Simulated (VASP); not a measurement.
Se, 1 atom in the cell. The structure is trigonal, space group R-3m (No. 166). The conventional cell has a = 3.912 Å, b = 3.912 Å, c = 2.685 Å, α = 90.00°, β = 90.00°, γ = 120.00°. Se (site symmetry -3m) has 8 Se at 2.43 to 2.69 Å as nearest neighbours. This isn't the form of Se at room conditions, which is trigonal, of chains.

- Program: VASP 6.6.1
- Task: relaxation of cell and atoms
- Functional: PBEsol
- Potentials or basis: VASP PAW PBE potentials, release 64 (Se)
- Cutoff: 250 eV
- k mesh: 21 × 21 × 21
- Occupations: gaussian, width 0.1 eV
- Spin: no spin polarisation
- Target pressure: 125 GPa
- Further INCAR settings: ALGO = Normal; EDIFF = 1e-07; IBRION = 2; EDIFFG = -0.002; NSW = 80; ISIF = 3
- Target pressure: 125 GPa

Potentials or basis: VASP PAW PBE potentials, release 64 (Se).

Run with:

```console
$ cat potpaw_PBE.64/Se/POTCAR > POTCAR
$ mpirun -np 1 vasp_std > vasp.out
```

Hardware: 1 thread of AMD EPYC 9R45 (Zen 5), with other jobs on the host.

Question: Estimate the wall time of this run.

Answer: It took 16 s on 1 thread of AMD EPYC 9R45 (Zen 5), on a shared host, peak memory 0.09 GiB. Counts: scf iterations 11, k points 891, ion steps 1.
